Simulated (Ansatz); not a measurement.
Sb:

```
Sb
1.0
    -1.87134    1.87134    1.87134
     1.87134   -1.87134    1.87134
     1.87134    1.87134   -1.87134
Sb
1
Cartesian
  0.0000 0.0000 0.0000
```

This isn't the form of Sb at room conditions, which is rhombohedral.

- Program: Ansatz 0.2.0
- Task: single point
- Functional: PBE
- Potentials or basis: all-electron LAPW, scalar-relativistic
- Cutoff: 172 eV (chosen from the basis error)
- Basis error allowed: 0.001 eV/atom
- k mesh: 10 × 10 × 10
- Occupations: fermi-dirac, width 0.05 eV
- Spin: no spin polarisation

On this cell: pressure 3.2 GPa; band gap on the k mesh none (metal or under the smearing width).

The same run follows on a disturbed copy (cell strained at random at fixed volume):

```
CELL_PARAMETERS angstrom
-1.91168 1.89860 1.91097
1.86645 -1.92422 1.89137
1.82583 1.83838 -1.93660
ATOMIC_POSITIONS crystal
Sb 0.00668 0.00212 0.01774
```

Q: What changes?

A: The energy (extrapolated to zero smearing) moves by +2.7 meV/atom; pressure 3.0 GPa; band gap on the k mesh none (metal or under the smearing width).

Stress tensor (GPa, compression positive):
```
2.75 1.06 0.70
1.06 3.03 0.89
0.70 0.89 3.23
```
